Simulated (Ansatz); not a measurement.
# MgO (Fm-3m) in Ansatz: band structure with PBEsol0

Aim: the band structure of MgO with PBEsol0.

Everything below comes from runs of Ansatz 0.2.0. Logs are shortened: lines on timing, memory, paths and dates and some standing lists are left out, and cuts for length are marked.

### 1 The structure

It takes space group Fm-3m (No. 225, cubic). Conventional cell: a = 4.194 Å, b = 4.194 Å, c = 4.194 Å, α = 90.00°, β = 90.00°, γ = 90.00°. Around Mg (site symmetry m-3m) lie 6 O at 2.10 Å. Around O (site symmetry m-3m) lie 6 Mg at 2.10 Å.

The cell is a database's computed one.

### 2 Band structure, PBEsol0

input.yaml reads:

```yaml
crystal:
  lattice:
    - [0.0, 2.0970013927, 2.0970013927]
    - [2.0970013927, 0.0, 2.0970013927]
    - [2.0970013927, 2.0970013927, 0.0]
  atoms:
    - { symbol: Mg, position: [0.0, 0.0, 0.0] }
    - { symbol: O, position: [0.5, 0.5, 0.5] }
hamiltonian:
  xc: { exchange: pbesol, correlation: pbesol, exx: { coeff: 0.25 } }
  pseudopotentials: { kind: paw }
kpoints:
  mp_grid: { grid: [6, 6, 6] }
  band_path:
    path:
      - [[0.0, 0.0, 0.0], [0.5, 0.0, 0.5], [0.5, 0.25, 0.75], [0.375, 0.375, 0.75], [0.0, 0.0, 0.0], [0.5, 0.5, 0.5], [0.625, 0.25, 0.625], [0.5, 0.25, 0.75], [0.5, 0.5, 0.5], [0.375, 0.375, 0.75]]
      - [[0.625, 0.25, 0.625], [0.5, 0.0, 0.5]]
    npoints: 4
scf:
  occupations: { method: fermi_dirac, width: 0.05 }
  n_extra_bands: 6
output:
  forces: true
  stress: true
  eigenvalues: true
  fatbands: false
```

Potentials or basis: Ansatz PAW.

Command:

```console
> ansatz run input.yaml --threads 2 --pin off --max-ram 5632MiB --backend cpu --events-out ev --progress --plain --runs-dir out
```

What it wrote:

```text
Warning: output.stress: scf.convergence.dr2_threshold = 1e-7 eV (the SCF's general default) is looser than the 2e-10 eV advised for a printed stress (1e-10 eV for each atom of the cell: 2). What an SCF threshold leaves in a stress goes as its square root, and in the free energy as the threshold itself, and one threshold admits the most on a small cell: of the crystals measured, under no hybrid functional and no lock of the moments, on runs that ended without the residual-converged pass, on stresses that held no estimate of that error, the worst erred by over 100 MPa in a component at 1e-7 eV an atom and by under 5 at 1e-10. Set scf.convergence.dr2_threshold to 2e-10 eV or tighter. The threshold is an SCF's pass mark: one that does not reach it within its budget of iterations ends unconverged, or closes short of it on a stop that the run arms, and scf.convergence.dr2_threshold's page says what that costs each kind of run
Warning: output.stress: scf.exx.energy_threshold = 1e-6 eV is looser than the 2e-8 eV advised for a stress under a hybrid functional (1e-8 eV for each atom of the cell: 2). Every SCF of the exchange loop can meet its threshold on dr2 while the loop round them stops early: no threshold on dr2 bounds what that leaves in the stress. Set scf.exx.energy_threshold to 2e-8 eV or tighter. The threshold is the loop's pass mark: a loop that does not reach it within its budget of cycles ends unconverged, and scf.exx.energy_threshold's page has the law
Warning: RAYON_NUM_THREADS=2 ignored (pool sized by the plan → 2); use --threads N
scf.n_extra_bands = 6 over 8 filled bands (N_el = 16.0): the run solves 14 bands
Engine: ansatz 0.2.0, aarch64-unknown-linux-gnu
Pseudopotentials: kind: paw
Pseudopotential: Mg, paw, valence charge 10, recommended cutoff 420 eV (normal), Mg.paw.azcp
Pseudopotential: O, paw, valence charge 6, recommended cutoff 420 eV (normal), O.paw.azcp
Functional definition: unnamed
  parameter a_1 = 0.25
  exchange = (1 - a_1)*pbe_x(mu = 0.12345679012345678) + a_1*exact_x
  correlation = pbe_c(beta = 0.046)
Crystal: 2 atoms, lattice volume = 18.443 Å³
Basis set: ecut = 420 eV, 339 PW (Γ), exchange–correlation on 40×40×40 points (8 copies of the dense FFT grid, shifted against one another)
Bands: 14, of which v1, the nominal top of the filled ones, is band 8 counted from 1 (7 counted from 0)
Symmetry: 48 space group operations
Space group: Fm-3m (ITA 225), of the structure as read, at distance tolerance 2.6e-5 Å
k-points: 16 of 216
Non-local potential: Mg, projectors of the file, l = 0: 3, l = 1: 2, l = 2: 1
Non-local potential: O, projectors of the file, l = 0: 2, l = 1: 2, l = 2: 1
PAW form: soft (Blöchl's): semilocal exchange-correlation on the pseudo side does not see the compensation charge
PAW frozen core: Mg, regenerated for the run's functional, and the local potential with it (the file was generated under x = pbe(κ = 0.804, μ = 0.2195149727645171), c = pbe(β = 0.06672455060314922))
PAW frozen core: O, regenerated for the run's functional, and the local potential with it (the file was generated under x = pbe(κ = 0.804, μ = 0.2195149727645171), c = pbe(β = 0.06672455060314922))
PAW one-centre angular grid: Mg, 110 points (default); XC on 64 Gauss nodes
PAW one-centre angular grid: O, 110 points (default); XC on 64 Gauss nodes
Initial density: superposition of atomic densities (neutral atoms: chi_scale 0, normalization atom), corrected by the library's trained network
Initial wavefunctions: pseudopotential atomic-orbital guess
Functional: x = pbesol(κ = 0.804, μ = 0.12345679012345678), c = pbesol(β = 0.046), warm-up for x = 0.75 pbesol(κ = 0.804, μ = 0.12345679012345678) + 0.25 exact, c = pbesol(β = 0.046)
SCF iter   1: F=—  HF=-2475.879993 eV  |F-HF|=—  |Δ(HF+E_count)|=         —  Δρ=1.52e-2  dr2=3.36e-2  ethr=1.77e-3  ⟨swp⟩=7.4  Hψ=1022  notcnv=0
preconditioner: auto → none  [insulator: Δε(μ)=4.632 eV  Ē_g=21.167 eV  σ=0.050 eV  W_gap=1.00  n_scr=8 (ndim 8)  ℏωp=24.5 eV  f_vac=0.000  D(μ)=0.00/eV (n_scr^D=0)]
SCF iter   2: F=—  HF=-2475.870967 eV  |F-HF|=—  |Δ(HF+E_count)|=   9.03e-3  Δρ=4.76e-3  dr2=4.06e-3  ethr=2.10e-4  ⟨swp⟩=2.8  Hψ=455  notcnv=0  defer=2
[... 16 lines left out ...]
Frozen-core exchange: fock
SCF iter   1: F=—  HF=-2481.727788 eV  |F-HF|=—  |Δ(HF+E_count)|=         —  Δρ=7.68e-5  dr2=1.00e-6  ethr=1.61e-6  ⟨swp⟩=2.3  Hψ=453  notcnv=0
preconditioner: auto → none  [insulator: Δε(μ)=7.282 eV  Ē_g=24.719 eV  σ=0.050 eV  W_gap=1.00  n_scr=8 (ndim 8)  ℏωp=24.5 eV  f_vac=0.000  D(μ)=0.00/eV (n_scr^D=0)]
SCF iter   2: F=—  HF=-2481.727787 eV  |F-HF|=—  |Δ(HF+E_count)|=   2.98e-7  Δρ=2.39e-5  dr2=7.79e-8  ethr=5.84e-9  ⟨swp⟩=3.3  Hψ=489  notcnv=0
SCF iter   3: F=—  HF=-2481.727787 eV  |F-HF|=—  |Δ(HF+E_count)|=   2.05e-7  Δρ=8.40e-6  dr2=5.49e-9  ethr=2.51e-10  ⟨swp⟩=3.8  Hψ=536  notcnv=0
SCF iter   4: F=-2481.727787 eV  HF=-2481.727787 eV  |F-HF|=4.02e-10  |Δ(HF+E_count)|=   8.19e-9  Δρ=1.85e-6  dr2=5.70e-10  ethr=3.32e-11  ⟨swp⟩=3.0  Hψ=496  notcnv=0
SCF 3 converged in 4 iterations: F = -2481.727787 eV  dr2 = 5.70e-10
  Residual-converged pass: ⟨swp⟩=2.8  Hψ=363  notcnv=0  max |occ|·‖R‖ = 2.4e-6 eV (tolerance 2.4e-6 eV)  dr2=5.68e-10  dr2_onsite=2.00e-10  max |Δocc| = 0.0e0
hybrid outer 2: dexx = +2.069e-7 eV, tail = 1.64e-8 eV, Δε = 3.61e-3 eV (about 1.43e-4 eV left of the loop's levels)
NSCF: frozen V_eff on 42 k-points
hybrid SCF converged: 2 outer / 9 inner (+3 warm-up), last move |dexx| = 2.07e-7 eV, tail = 1.64e-8 eV
Stability not checked: this state was not tested for a lower state beside it, because the functional holds exact exchange (a hybrid, or Hartree-Fock), whose exchange loop this test does not read (fock_operator; see scf.lower_state_search)
Free energy (F): -2481.727787 eV
Frozen-core exchange: fock
Harris-Foulkes:  -2481.727787 eV  (|F-HF|=4.02e-10)
Internal energy: -2481.727787 eV  (E = F + TS)
E sigma→0 (E₀):  -2481.727787 eV
Fermi energy:    10.214289 eV
--- Per-component energies (eV) ---
  E_band       = -344.006540
  E_kinetic    = 256.595148
  E_local      = -1594.400286  (includes V_loc(G=0)·N_el)
  E_nonlocal   = 142.560560
  E_hartree    = 551.258106
  E_xc         = -80.669254
  E_vxc        = -103.812834  (∫ρ·V_xc dr)
  E_exx        = -78.125496  (= α·E_x^exact, valence–valence)
  E_paw        = -384.039421  (= ΣΔE_a)
  E_vpaw       = 8.782785  (= ΣTr[D̂ρ^β])
  E_aug_tail   = 0.002497  (compensation charges beyond the density's cutoff)
  E_ewald      = -1294.918655
  E_core_change = 0.009013  (= ΣΔE_core)
  E_smearing   = -0.000000  (= −TS)
  E_closure    = -0.000000  (closes the sum)
  Σ components = -2481.727787   (vs F -2481.727787, Δ=0.00e0)
--- Forces (eV/Å), atoms counted from 1 ---
  atom   1  Mg    -0.00000000     0.00000000     0.00000000
  atom   2  O      0.00000000    -0.00000000    -0.00000000
  max |Σ_I F_I| component: 1.73e-29 eV/Å
--- Stress (GPa, compression-positive) ---
       -2.396499       0.000000       0.000000
        0.000000      -2.396499       0.000000
        0.000000       0.000000      -2.396499
  P = ⅓ Tr σ = -2.3965 GPa (-23.965 kbar)
--- Band table (eV; the first three rows and the last of 16) ---
  k-point 0: bands = ["-69.7433", "-34.7749", "-34.7749", "-34.7749", "-12.3136", "6.5436", "6.5436", "6.5436", "13.8251", "25.0806", "25.0806", "25.0806", "28.8730", "31.0656"]
  k-point 1: bands = ["-69.7409", "-34.7987", "-34.7770", "-34.7770", "-11.9945", "4.9421", "6.3457", "6.3457", "15.3036", "22.6834", "25.7046", "25.7046", "29.7967", "29.7967"]
  k-point 2: bands = ["-69.7362", "-34.8458", "-34.7812", "-34.7812", "-11.2783", "2.5447", "5.9772", "5.9772", "16.8202", "21.7717", "25.9947", "25.9947", "30.5276", "30.5276"]
  k-point 15: bands = ["-69.7305", "-34.8420", "-34.8179", "-34.8073", "-10.5745", "2.6353", "4.0748", "4.7019", "19.6812", "20.8531", "21.9830", "26.1722", "29.9899", "34.3261"]
```

Run time: 41 s. Hardware: 2 threads of Arm Neoverse V1, shared host; peak memory 0.53 GiB.

What came out:

```
Free energy             : -2481.7278 eV
Pressure                : -2.4 GPa
Band gap on the k mesh  : 7.28 eV, direct
Band gap along the path : 7.28 eV, direct
```

Levels at the corners of the path, in eV from the valence-band top:
```tsv
point	band 4	band 5	band 6	band 7	band 8	band 9	band 10	band 11	band 12	band 13
Γ	-41.32	-18.86	0.00	0.00	0.00	7.28	18.54	18.54	18.54	22.33
X	-41.35	-17.17	-4.48	-1.50	-1.50	11.51	12.76	16.21	22.31	22.31
W	-41.35	-17.10	-3.25	-3.25	-1.95	14.43	14.43	15.14	18.55	25.13
K	-41.34	-17.14	-3.84	-2.97	-1.28	12.66	14.71	15.50	21.32	21.41
Γ	-41.32	-18.86	0.00	0.00	0.00	7.28	18.54	18.54	18.54	22.33
L	-41.33	-17.41	-5.06	-0.74	-0.74	10.42	15.75	19.20	19.20	23.99
U	-41.34	-17.14	-3.84	-2.97	-1.28	12.66	14.71	15.50	21.32	21.41
W	-41.35	-17.10	-3.25	-3.25	-1.95	14.43	14.43	15.14	18.55	25.13
L	-41.33	-17.41	-5.06	-0.74	-0.74	10.42	15.75	19.20	19.20	23.99
K	-41.34	-17.14	-3.84	-2.97	-1.28	12.66	14.71	15.50	21.32	21.41
U	-41.34	-17.14	-3.84	-2.97	-1.28	12.66	14.71	15.50	21.32	21.41
X	-41.35	-17.17	-4.48	-1.50	-1.50	11.51	12.76	16.21	22.31	22.31
```

Caveat: the k mesh is coarse (spacing up to 0.43 Å⁻¹), so the values aren't converged, least of all with exact exchange; the pressure holds a Pulay correction of +0.5 GPa for the finite cutoff; the PAW data sets come from PBE, with cores solved anew for the run's functional, which leaves a small shift of forces and pressure; the thresholds are loose for stress.
